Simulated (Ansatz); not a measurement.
## What spin–orbit coupling does to the bands of HfC

```xyz
2
Lattice="0.0000 2.3250 2.3250 2.3250 0.0000 2.3250 2.3250 2.3250 0.0000" Properties=species:S:1:pos:R:3 pbc="T T T"
Hf    2.3250    2.3250    2.3250
C     0.0000    0.0000    0.0000
```

Atom numbers follow the list: Hf1, C2.

Conventional cell: a = 4.650 Å, b = 4.650 Å, c = 4.650 Å, α = 90.00°, β = 90.00°, γ = 90.00°. Hf (atom 1) has 6 C at 2.33 Å as nearest neighbours. Around C (atom 2) lie 6 Hf at 2.33 Å.

The cell is COD entry 1539502, as deposited and not checked against the literature; nothing was relaxed.

All numbers are computed: DFT, PBE, all-electron LAPW, scalar-relativistic (Ansatz 0.2.0); DFT, PBE, all-electron LAPW, Dirac equation with spin-orbit coupling (Ansatz 0.2.0).

The runs use a Γ-centred 15×15×15 k mesh, Fermi–Dirac smearing of 0.05 eV, basis error target 1 meV/atom, no spin polarisation.

Levels between -4 and 3 eV, each run counted from its own valence-band top where it has a gap, else its Fermi level. Scalar levels are listed once for both spins; with the coupling every spinor state is counted. Levels near the edges of the range can cross them.

Q: At Γ (0.000, 0.000, 0.000) the scalar-relativistic levels are 1.07 (×3), 1.38 (×3). What are they with spin–orbit coupling?

A: 0.90 (×2), 1.08 (×4), 1.24 (×4), 1.53 (×2).

Q: At K (0.375, 0.375, 0.750) the scalar-relativistic levels are -3.50, -2.74, -1.63, 1.60. What are they with spin–orbit coupling?

A: -3.61 (×2), -2.77 (×2), -1.64 (×2), 1.56 (×2).

Q: At L (0.500, 0.500, 0.500) the scalar-relativistic levels are -3.00 (×2). What are they with spin–orbit coupling?

A: -3.08 (×2), -3.00 (×2).
